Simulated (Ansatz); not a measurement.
# AlNi (Pm-3m) in Ansatz: further runs

One crystal, AlNi, is run at these levels: PBEsol; tasks: relaxation of cell and atoms.

All numbers are computed with Ansatz 0.2.0; they aren't measurements. Logs are shortened: lines on timing, memory, paths and dates and some standing lists are left out, and cuts for length are marked.

## 1. Starting point

It takes space group Pm-3m (No. 221, cubic). Conventional cell: a = 2.881 Å, b = 2.881 Å, c = 2.881 Å, α = 90.00°, β = 90.00°, γ = 90.00°. Ni (site symmetry m-3m) has 8 Al at 2.50 Å as nearest neighbours. Al (site symmetry m-3m) has 8 Ni at 2.50 Å as nearest neighbours.

## 2. Relaxation of cell and atoms, PBEsol, collinear spin, ferromagnetic start, target pressure 2 GPa, at which the enthalpy is minimised

Input file input.yaml:

```yaml
crystal:
  lattice:
    - [2.881, 0.0, 0.0]
    - [0.0, 2.881, 0.0]
    - [0.0, 0.0, 2.881]
  atoms:
    - { symbol: Ni, position: [0.5, 0.5, 0.5], spin: 1.0 }
    - { symbol: Al, position: [0.0, 0.0, 0.0] }
hamiltonian:
  xc: pbesol
  pseudopotentials: { kind: paw }
magnetization:
  spin_polarized: true
kpoints:
  mp_grid: { grid: [9, 9, 9] }
scf:
  occupations: { method: fermi_dirac, width: 0.05 }
output:
  forces: true
  stress: true
  eigenvalues: true
relax:
  f_tol: 0.01
  max_steps: 40
  cell: { stress_tol: 0.05, p_target: 2.0 }
```

Potentials or basis: Ansatz PAW.

On the command line:

```sh
ansatz run input.yaml --threads 2 --pin off --max-ram 5632MiB --backend cpu --events-out ev --progress --plain --runs-dir out
```

Output:

```text
Warning: RAYON_NUM_THREADS=2 ignored (pool sized by the plan → 2); use --threads N
Engine: ansatz 0.2.0, aarch64-unknown-linux-gnu
Pseudopotentials: kind: paw
Pseudopotential: Ni, paw, valence charge 18, recommended cutoff 420 eV (normal), Ni.paw.azcp
Pseudopotential: Al, paw, valence charge 3, recommended cutoff 420 eV (normal), Al.paw.azcp
Functional definition: PBEsol
  exchange = pbesol_x
  correlation = pbesol_c
Crystal: 2 atoms, lattice volume = 23.913 Å³
Basis set: ecut = 420 eV, 461 PW (Γ), exchange–correlation on 40×40×40 points (8 copies of the dense FFT grid, shifted against one another)
Bands: 15, of which v1, the nominal top of the filled ones, is band 11 counted from 1 (10 counted from 0)
Symmetry: 48 space group operations
Space group: Pm-3m (ITA 221), of the structure as read, at distance tolerance 2.9e-5 Å
Magnetic group: BNS 221.92 (UNI 1594), of the structure as read, at distance tolerance 2.9e-5 Å
k-points: 35 of 729
Non-local potential: Ni, projectors of the file, l = 0: 3, l = 1: 2, l = 2: 3, l = 3: 1
Non-local potential: Al, projectors of the file, l = 0: 2, l = 1: 2, l = 2: 1
PAW form: soft (Blöchl's): semilocal exchange-correlation on the pseudo side does not see the compensation charge
PAW frozen core: Ni, regenerated for the run's functional, and the local potential with it (the file was generated under x = pbe(κ = 0.804, μ = 0.2195149727645171), c = pbe(β = 0.06672455060314922))
PAW frozen core: Al, regenerated for the run's functional, and the local potential with it (the file was generated under x = pbe(κ = 0.804, μ = 0.2195149727645171), c = pbe(β = 0.06672455060314922))
PAW one-centre angular grid: Ni, 590 points (default); XC on 64 Gauss nodes
PAW one-centre angular grid: Al, 110 points (default); XC on 64 Gauss nodes
Initial density: superposition of atomic densities (chi_scale 0.1, normalization cell)
Starting moments: Σ|m| = 1 μB on 1 of 2 sites
Initial wavefunctions: pseudopotential atomic-orbital guess
Functional: x = pbesol(κ = 0.804, μ = 0.12345679012345678), c = pbesol(β = 0.046)
SCF iter   1: F=—  HF=-6329.541523 eV  |F-HF|=—  |Δ(HF+E_count)|=         —  Δρ=5.70e-2 (↑5.70e-2 ↓3.02e-2)  dr2=8.80e-1  dr2_m=1.31e-1  M=0.601 μB ∫|m|=0.761 μB  β_m=0.30  ethr=3.10e-3  ⟨swp⟩=4.3  Hψ=4756  notcnv=0
Mixer restart at iter 1: flushing history
preconditioner: auto → none  [metal: Δε(μ)=0.005 eV  Ē_g=9.240 eV  σ=0.050 eV  W_gap=0.03  n_scr=6 (ndim 8)  ℏωp=27.4 eV  f_vac=0.000  D(μ)=1.73/eV (n_scr^D=18)  sad-step TF]
SCF iter   2: F=—  HF=-6329.288306 eV  |F-HF|=—  |Δ(HF+E_count)|=   2.53e-1  Δρ=4.95e-2 (↑1.69e-2 ↓4.95e-2)  dr2=3.99e-1  dr2_m=1.94e-1  M=0.476 μB ∫|m|=0.613 μB  β_m=0.31  ethr=3.10e-3  ⟨swp⟩=2.5  Hψ=2222  notcnv=0  defer=12
SCF iter   3: F=—  HF=-6329.841020 eV  |F-HF|=—  |Δ(HF+E_count)|=   5.53e-1  Δρ=3.41e-2 (↑2.43e-2 ↓3.41e-2)  dr2=9.69e-2  dr2_m=1.74e-1  M=0.421 μB ∫|m|=0.558 μB  β_m=0.22  ethr=1.90e-3  ⟨swp⟩=2.5  Hψ=1767  notcnv=0  defer=15
SCF iter   4: F=—  HF=-6330.374885 eV  |F-HF|=—  |Δ(HF+E_count)|=         —  Δρ=6.49e-2 (↑5.08e-2 ↓6.49e-2)  dr2=8.25e-2  dr2_m=7.28e-1  M=0.090 μB ∫|m|=0.145 μB  β_m=0.65  ethr=4.61e-4  ⟨swp⟩=2.2  Hψ=1863  notcnv=0  defer=16
Mixer restart at iter 4: flushing history
SCF iter   5: F=—  HF=-6330.761765 eV  |F-HF|=—  |Δ(HF+E_count)|=   3.87e-1  Δρ=3.06e-2 (↑3.06e-2 ↓2.45e-2)  dr2=5.93e-3  dr2_m=1.66e-1  M=0.040 μB ∫|m|=0.072 μB  β_m=0.83  ethr=3.93e-4  ⟨swp⟩=3.1  Hψ=2193  notcnv=0  defer=17
SCF iter   6: F=—  HF=-6331.117746 eV  |F-HF|=—  |Δ(HF+E_count)|=   3.56e-1  Δρ=4.97e-2 (↑4.54e-2 ↓4.97e-2)  dr2=1.40e0  dr2_m=1.02e-3  M=0.002 μB ∫|m|=0.008 μB  β_m=0.83  ethr=2.83e-5  ⟨swp⟩=3.1  Hψ=2877  notcnv=0  defer=19
SCF iter   7: F=—  HF=-6330.858473 eV  |F-HF|=—  |Δ(HF+E_count)|=   2.59e-1  Δρ=8.43e-4 (↑8.43e-4 ↓8.05e-4)  dr2=3.82e-4  dr2_m=2.41e-5  M=0.000 μB ∫|m|=0.004 μB  β_m=0.87  ethr=2.83e-5  ⟨swp⟩=3.8  Hψ=3028  notcnv=0  defer=20
SCF iter   8: F=—  HF=-6330.858374 eV  |F-HF|=—  |Δ(HF+E_count)|=   9.87e-5  Δρ=4.36e-4 (↑4.36e-4 ↓7.25e-5)  dr2=2.33e-5  dr2_m=1.27e-5  M=0.000 μB ∫|m|=0.001 μB  β_m=0.93  ethr=1.82e-6  ⟨swp⟩=2.0  Hψ=1850  notcnv=0  defer=20
SCF iter   9: F=—  HF=-6330.858380 eV  |F-HF|=—  |Δ(HF+E_count)|=   5.87e-6  Δρ=1.36e-4 (↑1.31e-4 ↓1.36e-4)  dr2=1.04e-5  dr2_m=2.41e-8  M=-0.000 μB ∫|m|=0.000 μB  β_m=0.88  ethr=1.11e-7  ⟨swp⟩=1.3  Hψ=1126  notcnv=0  defer=20
SCF iter  10: F=—  HF=-6330.858378 eV  |F-HF|=—  |Δ(HF+E_count)|=   1.82e-6  Δρ=2.46e-5 (↑8.11e-6 ↓2.46e-5)  dr2=1.62e-7  dr2_m=1.79e-8  M=-0.000 μB ∫|m|=0.000 μB  β_m=0.94  ethr=4.95e-8  ⟨swp⟩=2.1  Hψ=1346  notcnv=0  defer=20
SCF iter  11: F=—  HF=-6330.858378 eV  |F-HF|=—  |Δ(HF+E_count)|=   9.72e-9  Δρ=5.85e-7 (↑5.85e-7 ↓3.28e-7)  dr2=9.94e-11  dr2_m=2.50e-11  M=-0.000 μB ∫|m|=0.000 μB  β_m=0.97  ethr=7.73e-10  ⟨swp⟩=2.1  Hψ=1409  notcnv=0  defer=20
[... 51 lines left out ...]
SCF iter   1: F=—  HF=-6330.861865 eV  |F-HF|=—  |Δ(HF+E_count)|=         —  Δρ=1.92e-5 (↑1.91e-5 ↓1.92e-5)  dr2=4.01e-8  dr2_m=8.67e-14  M=0.000 μB ∫|m|=0.000 μB  β_m=0.65  ethr=2.02e-9  ⟨swp⟩=3.3  Hψ=8130  notcnv=0
SCF iter   2: F=—  HF=-6330.861865 eV  |F-HF|=—  |Δ(HF+E_count)|=   5.65e-8  Δρ=1.76e-5 (↑1.76e-5 ↓1.76e-5)  dr2=1.85e-7  dr2_m=1.63e-14  M=0.000 μB ∫|m|=0.000 μB  β_m=0.30  ethr=1.91e-10  ⟨swp⟩=2.0  Hψ=1788  notcnv=0
SCF iter   3: F=—  HF=-6330.861865 eV  |F-HF|=—  |Δ(HF+E_count)|=   5.53e-8  Δρ=8.05e-6 (↑8.04e-6 ↓8.05e-6)  dr2=6.60e-9  dr2_m=2.15e-14  M=0.000 μB ∫|m|=0.000 μB  β_m=0.33  ethr=1.91e-10  ⟨swp⟩=2.0  Hψ=1782  notcnv=0
SCF iter   4: F=—  HF=-6330.861865 eV  |F-HF|=—  |Δ(HF+E_count)|=   4.13e-9  Δρ=2.60e-6 (↑2.60e-6 ↓2.60e-6)  dr2=7.47e-10  dr2_m=5.45e-15  M=0.000 μB ∫|m|=0.000 μB  β_m=0.64  ethr=3.14e-11  ⟨swp⟩=2.7  Hψ=1718  notcnv=0
SCF iter   5: F=—  HF=-6330.861865 eV  |F-HF|=—  |Δ(HF+E_count)|=  8.73e-10  Δρ=8.02e-7 (↑8.00e-7 ↓8.02e-7)  dr2=3.44e-10  dr2_m=1.13e-16  M=0.000 μB ∫|m|=0.000 μB  β_m=0.73  ethr=3.56e-12  ⟨swp⟩=2.0  Hψ=1452  notcnv=0
SCF iter   6: F=—  HF=-6330.861865 eV  |F-HF|=—  |Δ(HF+E_count)|=  2.37e-10  Δρ=2.47e-7 (↑2.47e-7 ↓2.47e-7)  dr2=4.05e-11  dr2_m=3.56e-18  M=0.000 μB ∫|m|=0.000 μB  β_m=0.86  ethr=1.64e-12  ⟨swp⟩=2.1  Hψ=1394  notcnv=0
SCF iter   7: F=—  HF=-6330.861865 eV  |F-HF|=—  |Δ(HF+E_count)|=  8.37e-11  Δρ=1.18e-7 (↑1.18e-7 ↓1.18e-7)  dr2=9.31e-12  dr2_m=7.40e-19  M=-0.000 μB ∫|m|=0.000 μB  β_m=0.93  ethr=1.00e-12  ⟨swp⟩=2.1  Hψ=1333  notcnv=0
SCF iter   8: F=-6330.861865 eV  HF=-6330.861865 eV  |F-HF|=9.09e-13  |Δ(HF+E_count)|=  1.36e-11  Δρ=4.06e-8 (↑4.06e-8 ↓4.05e-8)  dr2=1.12e-12  dr2_m=2.01e-19  M=-0.000 μB ∫|m|=0.000 μB  ethr=1.00e-12  ⟨swp⟩=3.7  Hψ=3936  notcnv=0
the starting moments were not kept: the SCF closed with an absolute magnetisation of 2.2e-10 μB, where they sum to 1 μB in size (1 site). That is at most 0.1 of that sum. Measured as dr2_m measures the in/out step, that magnetisation stands 1.2e-19 eV from none, at or under the dr2_threshold of 2.0e-11 eV: it is no larger than a step whose dr2_m would equal this threshold.
SCF 5 converged in 8 iterations: F = -6330.861865 eV  dr2 = 1.12e-12
relax step   5: F+E_penalty+E_count = -6330.86186458 eV  Δ(F+E_penalty+E_count) = +2.403e-4 eV  max|allowed force component| = 2.153e-30 eV/Å  Δτ_max = 0.0000 Å  P = +1.992 GPa  Ω = 23.175 Å³  stress off target by 8.36e-3 GPa  SCF on the basis re-selected at this cell (its energy is not comparable with the rows above)  (8 SCF iters)
basis re-selected at this cell: Δ(F+E_penalty+E_count) = +2.403e-4 eV, ΔP = -0.010 GPa vs the last step (what re-selecting the basis moved, of the pressure what is left beyond the Pulay correction that the steps carried, after the strain that the cell walked since its last selection, with what the two solves' SCF thresholds leave and, on support functions, any second-order correction that the steps lacked; it is no measure of the basis error at this ecutwfc). This SCF's stress stands 8.36e-3 GPa from its target on what of the cell is left free (relax.cell.stress_tol is 5.00e-2 GPa) and its largest allowed force component is 2.15e-30 eV/Å (relax.f_tol is 1.00e-2 eV/Å): within both
SCF converged after 8 iterations
Magnetization: -0.0000 μB (10.5000 up, 10.5000 down)
Absolute magnetization: 0.0000 μB (∫|ρ↑−ρ↓|, with the PAW one-centre terms)
Spin contamination: 0.0000 ħ² per cell (⟨S²⟩ above its minimum at these occupations)
Per-site moments (μB) at R_I (Å): [(-1.800080523607848e-10, 1.0184933248225185), (-1.3575709399431019e-11, 1.0184933248225185)]
Free energy (F): -6330.861865 eV
Harris-Foulkes:  -6330.861865 eV  (|F-HF|=9.09e-13)
Internal energy: -6330.855606 eV  (E = F + TS)
E sigma→0 (E₀):  -6330.858735 eV
Entropy (-TS):   -0.006258 eV (-3.129 meV/atom)
Fermi energy:    14.409719 eV
--- Per-component energies (eV) ---
  E_band       = -328.240541
  E_kinetic    = 312.550189
  E_local      = -4401.966738  (includes V_loc(G=0)·N_el)
  E_nonlocal   = 648.493136
  E_hartree    = 1893.289650
  E_xc         = -126.140681
  E_vxc        = -141.444249  (∫ρ·V_xc dr)
  E_paw        = -2052.598645  (= ΣΔE_a)
  E_vpaw       = -532.452487  (= ΣTr[D̂ρ^β])
  E_aug_tail   = 0.000399  (compensation charges beyond the density's cutoff)
  E_ewald      = -2604.699346
  E_core_change = 0.216428  (= ΣΔE_core)
  E_smearing   = -0.006258  (= −TS)
  E_closure    = -0.000000  (closes the sum)
  Σ components = -6330.861865   (vs F -6330.861865, Δ=0.00e0)
--- Forces (eV/Å), atoms counted from 1 ---
  atom   1  Ni     0.00000000     0.00000000     0.00000000
  atom   2  Al    -0.00000000    -0.00000000     0.00000000
  max |Σ_I F_I| component: 4.11e-30 eV/Å
--- Stress (GPa, compression-positive) ---
        1.991639       0.000000      -0.000000
        0.000000       1.991639       0.000000
       -0.000000       0.000000       1.991639
  P = ⅓ Tr σ = 1.9916 GPa (19.916 kbar)
--- Band table (eV; the first three rows and the last of 70) ---
  k-point 0 ↑: bands = ["-88.6923", "-49.2396", "-49.2396", "-49.2396", "3.0072", "10.9862", "10.9862", "12.7863", "12.7863", "12.7863", "19.9994", "19.9994", "19.9994", "22.6085", "22.6085"]
  k-point 1 ↑: bands = ["-88.6921", "-49.2427", "-49.2394", "-49.2394", "3.2395", "10.9640", "11.0415", "12.6859", "12.6859", "12.7972", "18.1106", "20.3031", "20.3031", "22.6147", "24.2580"]
  k-point 2 ↑: bands = ["-88.6916", "-49.2506", "-49.2388", "-49.2388", "3.9274", "10.7415", "11.1853", "12.4508", "12.4508", "12.8251", "15.7320", "21.1516", "21.1516", "22.6319", "25.9476"]
  k-point 34 ↓: bands = ["-88.6874", "-49.2607", "-49.2607", "-49.2607", "9.9607", "10.1948", "10.1948", "13.2188", "13.2188", "15.0824", "16.3072", "16.3072", "18.2424", "19.3943", "19.3943"]
--- Relaxed structure (4 steps of the walk, 4 accepted, 1 SCFs on fresh bases) ---
  F+E_penalty+E_count = -6330.86186458 eV   max|allowed force component| = 2.153e-30 eV/Å   (the final SCF, on the basis selected at the relaxed cell)
  cell:  # Å, volume = 23.1745 Å³
    - [2.8510419163836023, 3.229945010899427e-34, -2.0061770254033702e-36]
    - [3.229945010899427e-34, 2.8510419163836023, -6.419766481290786e-35]
    - [-5.155874955286662e-34, -6.419766481290786e-35, 2.8510419163836023]
  atoms:
    - { symbol: Ni, position: [0.5, 0.5, 0.5] }
    - { symbol: Al, position: [-2.1168962711648705e-34, 4.456623728769602e-35, 0.0] }
```

Wall time 6.6 s (2 threads of Arm Neoverse V1, shared host); peak memory 0.29 GiB.

Results:

| Quantity | Value |
| --- | --- |
| Free energy | -6330.8619 eV |
| Relaxed volume | 11.59 Å³/atom |
| Relaxed cell | a = 2.851 Å, b = 2.851 Å, c = 2.851 Å, α = 90.00°, β = 90.00°, γ = 90.00° |
| Space group after relaxing (to 0.05 Å) | Pm-3m (No. 221) |
| Energy change on relaxing (the enthalpy is what falls) | -1.7 meV/atom |
| Ionic steps | 5 |
| Pressure after relaxing | 2.0 GPa |
| Band gap on the k mesh | none (metal or under the smearing width) |
| Net moment | 0.00 μB per cell |
| Absolute moment | 0.00 μB per cell |

The path:
```
step  energy change (eV)  largest force (eV/Å)  volume (Å³)
   1              0.0000                0.0000        23.91
   2             -0.0052                0.0000        23.44
   3             -0.0036                0.0000        23.16
   4             -0.0037                0.0000        23.17
   5             -0.0035                0.0000        23.17
```

Final structure:
```yaml
crystal:
  lattice:
    - [2.85104, 0.00000, 0.00000]
    - [0.00000, 2.85104, 0.00000]
    - [0.00000, 0.00000, 2.85104]
  atoms:
    - { symbol: Ni, position: [0.50000, 0.50000, 0.50000] }
    - { symbol: Al, position: [0.00000, 0.00000, 0.00000] }
```

Caveat: the plane-wave basis is chosen anew once the cell has moved, so the energies of steps on either side of that aren't comparable; the PAW data sets come from PBE, with cores solved anew for the run's functional, which leaves a small shift of forces and pressure; the starting moments weren't kept.

## 3. Relaxation of cell and atoms, PBEsol, collinear spin, ferromagnetic start, target pressure 5 GPa, at which the enthalpy is minimised

Changes to input.yaml since step 2:

```diff
@@ -24,2 +24,2 @@
   max_steps: 40
-  cell: { stress_tol: 0.05, p_target: 2.0 }
+  cell: { stress_tol: 0.05, p_target: 5.0 }
```

Potentials or basis: Ansatz PAW.

On the command line:

```sh
ansatz run input.yaml --threads 2 --pin off --max-ram 5632MiB --backend cpu --events-out ev --progress --plain --runs-dir out
```

It took 6.7 s on 2 threads of Arm Neoverse V1, shared host; peak memory 0.29 GiB.

Results (log left out):

```yaml
Free_energy: -6330.8540 eV
Relaxed_volume: 11.41 Å³/atom
Relaxed_cell: a = 2.836 Å, b = 2.836 Å, c = 2.836 Å, α = 90.00°, β = 90.00°, γ = 90.00°
Space_group_after_relaxing_to_0.05_Å: Pm-3m (No. 221)
Energy_change_on_relaxing_the_enthalpy_is_what_falls: +2.2 meV/atom
Ionic_steps: 5
Pressure_after_relaxing: 5.0 GPa
Band_gap_on_the_k_mesh: none (metal or under the smearing width)
Net_moment: 0.00 μB per cell
Absolute_moment: 0.00 μB per cell
```

Step by step:
| step | energy change (eV) | largest force (eV/Å) | volume (Å³) |
| --- | --- | --- | --- |
| 1 | 0.0000 | 0.0000 | 23.91 |
| 2 | -0.0039 | 0.0000 | 23.19 |
| 3 | 0.0050 | 0.0000 | 22.78 |
| 4 | 0.0040 | 0.0000 | 22.81 |
| 5 | 0.0044 | 0.0000 | 22.81 |

Final structure:
```cif
data_structure
_symmetry_space_group_name_H-M 'P 1'
_symmetry_Int_Tables_number 1
_cell_length_a 2.8360
_cell_length_b 2.8360
_cell_length_c 2.8360
_cell_angle_alpha 90.000
_cell_angle_beta 90.000
_cell_angle_gamma 90.000
_cell_volume 22.81
loop_
_atom_site_label
_atom_site_type_symbol
_atom_site_fract_x
_atom_site_fract_y
_atom_site_fract_z
_atom_site_occupancy
Ni1 Ni 0.50000 0.50000 0.50000 1
Al1 Al 0.00000 0.00000 0.00000 1
```

Levels at points of the mesh, in eV from the Fermi level:
Spin up:
| k point | band 6 | band 7 | band 8 | band 9 | band 10 | band 11 | band 12 | band 13 | band 14 | band 15 |
| --- | --- | --- | --- | --- | --- | --- | --- | --- | --- | --- |
| (0.00, 0.00, 0.00) | -3.51 | -3.51 | -1.66 | -1.66 | -1.66 | 5.65 | 5.65 | 5.65 | 8.24 | 8.24 |
Spin down:
| k point | band 6 | band 7 | band 8 | band 9 | band 10 | band 11 | band 12 | band 13 | band 14 | band 15 |
| --- | --- | --- | --- | --- | --- | --- | --- | --- | --- | --- |
| (0.00, 0.00, 0.00) | -3.51 | -3.51 | -1.66 | -1.66 | -1.66 | 5.65 | 5.65 | 5.65 | 8.24 | 8.24 |

Caveat: the plane-wave basis is chosen anew once the cell has moved, so the energies of steps on either side of that aren't comparable; the PAW data sets come from PBE, with cores solved anew for the run's functional, which leaves a small shift of forces and pressure; the starting moments weren't kept.

## 4. Relaxation of cell and atoms, PBEsol, collinear spin, ferromagnetic start, target pressure 10 GPa, at which the enthalpy is minimised

Changes to input.yaml since step 3:

```diff
@@ -24,2 +24,2 @@
   max_steps: 40
-  cell: { stress_tol: 0.05, p_target: 5.0 }
+  cell: { stress_tol: 0.05, p_target: 10.0 }
```

On the command line:

```sh
ansatz run input.yaml --threads 2 --pin off --max-ram 5632MiB --backend cpu --events-out ev --progress --plain --runs-dir out
```

It took 6.6 s on 2 threads of Arm Neoverse V1, shared host; peak memory 0.29 GiB.

The run converged. Its results:

- Free energy: -6330.8286 eV
- Relaxed volume: 11.13 Å³/atom
- Relaxed cell: a = 2.813 Å, b = 2.813 Å, c = 2.813 Å, α = 90.00°, β = 90.00°, γ = 90.00°
- Space group after relaxing (to 0.05 Å): Pm-3m (No. 221)
- Energy change on relaxing (the enthalpy is what falls): +14.9 meV/atom
- Ionic steps: 5
- Pressure after relaxing: 10.0 GPa
- Band gap on the k mesh: none (metal or under the smearing width)
- Net moment: 0.00 μB per cell
- Absolute moment: 0.00 μB per cell

The path:
| step | energy change (eV) | largest force (eV/Å) | volume (Å³) |
| --- | --- | --- | --- |
| 1 | 0.0000 | 0.0000 | 23.91 |
| 2 | 0.0058 | 0.0000 | 22.76 |
| 3 | 0.0331 | 0.0000 | 22.20 |
| 4 | 0.0292 | 0.0000 | 22.26 |
| 5 | 0.0298 | 0.0000 | 22.26 |

Final structure:
```xyz
2
Lattice="2.8131 0.0000 0.0000 0.0000 2.8131 0.0000 0.0000 0.0000 2.8131" Properties=species:S:1:pos:R:3 pbc="T T T"
Ni    1.4066    1.4066    1.4066
Al    0.0000    0.0000    0.0000
```

Levels at points of the mesh, in eV from the Fermi level:
Spin up:
```tsv
k point	band 8	band 9	band 10	band 11	band 12	band 13
(0.00, 0.00, 0.00)	-1.73	-1.73	-1.73	5.75	5.75	5.75
```
Spin down:
```csv
k point,band 7,band 8,band 9,band 10,band 11,band 12,band 13,band 14
"(0.00, 0.00, 0.00)",-3.65,-1.73,-1.73,-1.73,5.75,5.75,5.75,8.31
```

Caveat: the plane-wave basis is chosen anew once the cell has moved, so the energies of steps on either side of that aren't comparable; the PAW data sets come from PBE, with cores solved anew for the run's functional, which leaves a small shift of forces and pressure; the starting moments weren't kept.

## 5. Relaxation of cell and atoms, PBEsol, collinear spin, ferromagnetic start, target pressure 20 GPa, at which the enthalpy is minimised

Changes to input.yaml since step 4:

```diff
@@ -21,2 +21,6 @@
   eigenvalues: true
+  write_density: true
+  write_potential: true
+  elf: true
+  volumetric_format: npy
 relax:
@@ -24,2 +28,2 @@
   max_steps: 40
-  cell: { stress_tol: 0.05, p_target: 10.0 }
+  cell: { stress_tol: 0.05, p_target: 20.0 }
```

On the command line:

```sh
ansatz run input.yaml --threads 2 --pin off --max-ram 5632MiB --backend cpu --events-out ev --progress --plain --runs-dir out
```

Run time: 9.4 s. Hardware: 2 threads of Arm Neoverse V1, shared host; peak memory 0.3 GiB.

Results (log left out):

```yaml
Free_energy: -6330.7428 eV
Relaxed_volume: 10.67 Å³/atom
Relaxed_cell: a = 2.773 Å, b = 2.773 Å, c = 2.773 Å, α = 90.00°, β = 90.00°, γ = 90.00°
Space_group_after_relaxing_to_0.05_Å: Pm-3m (No. 221)
Energy_change_on_relaxing_the_enthalpy_is_what_falls: +57.8 meV/atom
Ionic_steps: 7
Pressure_after_relaxing: 20.0 GPa
Band_gap_on_the_k_mesh: none (metal or under the smearing width)
Net_moment: 0.00 μB per cell
Absolute_moment: 0.00 μB per cell
```

The path:
| step | energy change (eV) | largest force (eV/Å) | volume (Å³) |
| --- | --- | --- | --- |
| 1 | 0.0000 | 0.0000 | 23.91 |
| 2 | 0.0544 | 0.0000 | 21.92 |
| 3 | 0.1282 | 0.0000 | 21.23 |
| 4 | 0.1141 | 0.0000 | 21.34 |
| 5 | 0.1149 | 0.0000 | 21.34 |
| 6 | 0.1156 | 0.0000 | 21.33 |
| 7 | 0.1156 | 0.0000 | 21.33 |

Final structure:
```yaml
crystal:
  lattice:
    - [2.77345, 0.00000, 0.00000]
    - [0.00000, 2.77345, 0.00000]
    - [0.00000, 0.00000, 2.77345]
  atoms:
    - { symbol: Ni, position: [0.50000, 0.50000, 0.50000] }
    - { symbol: Al, position: [0.00000, 0.00000, 0.00000] }
```

Levels at points of the mesh, in eV from the Fermi level:
Spin up:
```tsv
k point	band 7	band 8	band 9	band 10	band 11	band 12	band 13	band 14
(0.00, 0.00, 0.00)	-3.90	-1.84	-1.84	-1.84	5.93	5.93	5.93	8.44
```
Spin down:
| k point | band 8 | band 9 | band 10 | band 11 | band 12 | band 13 |
| --- | --- | --- | --- | --- | --- | --- |
| (0.00, 0.00, 0.00) | -1.84 | -1.84 | -1.84 | 5.93 | 5.93 | 5.93 |

Caveat: the plane-wave basis is chosen anew once the cell has moved, so the energies of steps on either side of that aren't comparable; the PAW data sets come from PBE, with cores solved anew for the run's functional, which leaves a small shift of forces and pressure; the starting moments weren't kept.

[end of part 1 of 2]
